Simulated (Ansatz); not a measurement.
## BaTe: reading a single point

```
Ba Te
1.0
     7.34831    0.00000    0.00000
     0.00000    6.83264    0.00000
     0.00000    0.00000    4.34804
Ba Te
4 4
Cartesian
  1.3888 0.0137 1.0870
  5.9595 6.8190 3.2610
  5.0630 3.4027 3.2610
  2.2853 3.4300 1.0870
  4.2032 1.5783 1.0870
  3.1451 5.2543 3.2610
  0.5291 1.8380 3.2610
  6.8192 4.9947 1.0870
```

Method: r2SCAN, no spin polarisation; PAW, plane waves to 500 eV, 4×4×6 Γ-centred mesh, cold occupations (width 0.0506 eV) (Ansatz 0.2.0), atoms fixed.

What is the formation energy?

-0.13 eV an atom against the elements' usual phases (free molecules for gases, crystals otherwise, with no correction for O₂ or N₂), so it is bound against them; other compounds may still compete. Relaxing would lower it.

What is the band gap?

The gap is 0.88 eV, indirect (the least direct gap found is 1.42 eV). A semilocal functional usually gives too small a gap.

Is the cell too large or too small?

The pressure is 43.6 GPa (compression positive), so with the atoms held at these fractions the cell would first expand; the forces are large, so a full relaxation may end otherwise. The principal stresses 35.0, 44.2, 51.4 GPa differ, so its shape would change too.

What do density and ELF say about some of the short contacts?

Ba–Te at 2.67 Å: least valence density 0.51 e/Å³ and ELF 0.35 there. Both are smooth PAW fields, read partly inside the augmentation spheres.

Origin: a known structure type with other elements, at an estimated volume, so it need not be a known compound. Caveats: no spin-orbit coupling, which can shift this gap by tenths of an eV; atoms or cell far from equilibrium.
